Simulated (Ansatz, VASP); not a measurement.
**Nb: VASP beside Ansatz**

```
Nb
1.0
     0.00000    2.14283    2.14283
     2.14283    0.00000    2.14283
     2.14283    2.14283    0.00000
Nb
1
Direct
  0.00000 0.00000 0.00000
```

Change from the starting cell: volume scaled by 1.04, PAW files.

Alike in both runs: task electric field gradients; functional PBE; k mesh 13 × 13 × 13; occupations fermi-dirac, width 0.08 eV; no spin polarisation.

|  | VASP | Ansatz |
| --- | --- | --- |
| version | VASP 6.6.1 | Ansatz 0.2.0 |
| potentials or method | VASP PAW PBE potentials, release 64 (Nb_sv) | PAW with Ansatz's default frozen-core files, scalar-relativistic |
| plane-wave cutoff (eV) | 520 | 420 |
| valence electrons in the cell | 13 | 13 |

Ansatz gave:

```
pressure (GPa)                                                 : -7.0
Vzz of the field gradient on the site that differs most (V/Å²) : 0.0
```

Estimate VASP's values.

pressure (GPa): -7.2; Vzz of the field gradient on the site that differs most (V/Å²): 0.0.

Ansatz warned: «gradients_without_spin_orbit».
